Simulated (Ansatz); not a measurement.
Method: Ansatz, DFT PBE, scalar-relativistic, plane waves, PAW. Several structures of Si3Se2 were relaxed, and the powder pattern of one of them was computed from 10° to 70° in 2θ (λ = 1.5406 Å; lines under 1 % are left out).

Cu Kα1 powder pattern (kinematic, no thermal factors).
| 2θ (°) | relative intensity |
| --- | --- |
| 17.94 | 42 |
| 23.73 | 46 |
| 25.40 | 29 |
| 27.04 | 6 |
| 29.90 | 100 |
| 33.80 | 19 |
| 35.03 | 4 |
| 36.28 | 10 |
| 36.33 | 2 |
| 38.52 | 16 |
| 43.81 | 33 |
| 43.86 | 6 |
| 45.87 | 4 |
| 48.56 | 23 |
| 50.46 | 22 |
| 52.17 | 10 |
| 52.28 | 20 |
| 54.73 | 9 |
| 55.58 | 6 |
| 56.46 | 3 |
| 58.08 | 29 |
| 58.18 | 4 |
| 61.44 | 2 |
| 62.09 | 4 |
| 62.13 | 2 |
| 66.13 | 4 |
| 67.48 | 3 |
| 69.01 | 5 |

Problem. Which structure gives it?
A.

```cif
data_structure
_symmetry_space_group_name_H-M 'R-3c:H'
_symmetry_Int_Tables_number 167
_cell_length_a 7.2314
_cell_length_b 7.2314
_cell_length_c 18.9791
_cell_angle_alpha 90.000
_cell_angle_beta 90.000
_cell_angle_gamma 120.000
_cell_volume 859.51
loop_
_atom_site_label
_atom_site_type_symbol
_atom_site_symmetry_multiplicity
_atom_site_Wyckoff_symbol
_atom_site_fract_x
_atom_site_fract_y
_atom_site_fract_z
_atom_site_occupancy
Si1 Si 18 e 0.23024 0.00000 0.25000 1
Se1 Se 12 c 0.33333 0.66667 0.01294 1
```

B.

```cif
data_structure
_symmetry_space_group_name_H-M 'P-4m2'
_symmetry_Int_Tables_number 115
_cell_length_a 3.7469
_cell_length_b 3.7469
_cell_length_c 9.8832
_cell_angle_alpha 90.000
_cell_angle_beta 90.000
_cell_angle_gamma 90.000
_cell_volume 138.76
loop_
_atom_site_label
_atom_site_type_symbol
_atom_site_symmetry_multiplicity
_atom_site_Wyckoff_symbol
_atom_site_fract_x
_atom_site_fract_y
_atom_site_fract_z
_atom_site_occupancy
Si1 Si 2 g 0.00000 0.50000 0.14025 1
Si2 Si 1 a 0.00000 0.00000 0.00000 1
Se1 Se 2 f 0.50000 0.50000 0.28581 1
```

C.

```cif
data_structure
_symmetry_space_group_name_H-M 'R-3m:H'
_symmetry_Int_Tables_number 166
_cell_length_a 3.5097
_cell_length_b 3.5097
_cell_length_c 29.9166
_cell_angle_alpha 90.000
_cell_angle_beta 90.000
_cell_angle_gamma 120.000
_cell_volume 319.14
loop_
_atom_site_label
_atom_site_type_symbol
_atom_site_symmetry_multiplicity
_atom_site_Wyckoff_symbol
_atom_site_fract_x
_atom_site_fract_y
_atom_site_fract_z
_atom_site_occupancy
Si1 Si 3 b 0.33333 0.66667 0.16667 1
Si2 Si 6 c 0.66667 0.33333 0.21943 1
Se1 Se 6 c 0.00000 0.00000 0.26708 1
```

Solution. B. Its strongest line, at 2θ = 29.90°, has d = λ/(2 sin θ) = 2.986 Å and is the (1 0 2) reflection of the conventional P-4m2 cell with a = 3.747 Å, c = 9.883 Å. The others have their strongest lines at 16.9° (A); 33.0° (C).

The cells needn't be stable.
